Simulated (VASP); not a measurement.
Write the native input for VASP 6.6.1 that does the following.

* Task: relaxation of cell and atoms
* Functional: r2SCAN
* Potentials or basis: VASP PAW PBE potentials, release 64 (Be)
* Cutoff: 600 eV
* k mesh: 21 × 21 × 12
* Occupations: gaussian, width 0.1 eV
* Spin: no spin polarisation
* Further INCAR settings: ALGO = Normal; EDIFF = 1e-07; IBRION = 2; EDIFFG = -0.004; NSW = 80; ISIF = 3

The structure of Be lies in POSCAR:

```
Be
1.0
    2.2853000000      0.0000000000      0.0000000000
   -1.1426500000      1.9791278600      0.0000000000
    0.0000000000      0.0000000000      3.5842000000
Be
2
Direct
    0.3333333300      0.6666666700      0.2500000000
    0.6666666700      0.3333333300      0.7500000000
```

These files were run (other wordings do the same):

INCAR

```
  PREC = Accurate
  ENCUT = 600
  EDIFF = 1E-7
  ISMEAR = 0
  SIGMA = 0.1
  LREAL = F
  LASPH = T
  NELM = 100
  ALGO = Normal
  ISIF = 3
  LWAVE = F
  LCHARG = F
  METAGGA = R2SCAN
  LMIXTAU = T
  IBRION = 2
  NSW = 80
  EDIFFG = -0.004
```

KPOINTS

```
Automatic mesh
0
Gamma
  21 21 12
```

Potentials or basis: VASP PAW PBE potentials, release 64 (Be).

The run is started by

```console
$ cat potpaw_PBE.64/Be/POTCAR > POTCAR
$ mpirun -np 1 vasp_std > vasp.out
```

It gave:

```json
{
  "Relaxed volume": "7.92 Å³/atom",
  "Relaxed cell": "a = 2.262 Å, b = 2.262 Å, c = 3.571 Å, α = 90.00°, β = 90.00°, γ = 120.00°",
  "Space group after relaxing (to 0.05 Å)": "P6_3/mmc (No. 194)",
  "Energy gained by relaxing": "1.9 meV/atom",
  "Ionic steps": "5",
  "Pressure after relaxing": "0.0 GPa",
  "Band gap on the k mesh": "none (metal or under the smearing width)"
}
```

Caveat: the PAW data sets were made with another functional, which shifts forces and pressure a little.

Run time: 4.8 min on 1 thread of Intel(R) Xeon(R) Platinum 8488C (Sapphire Rapids), with other jobs on the host, peak memory 0.15 GiB.
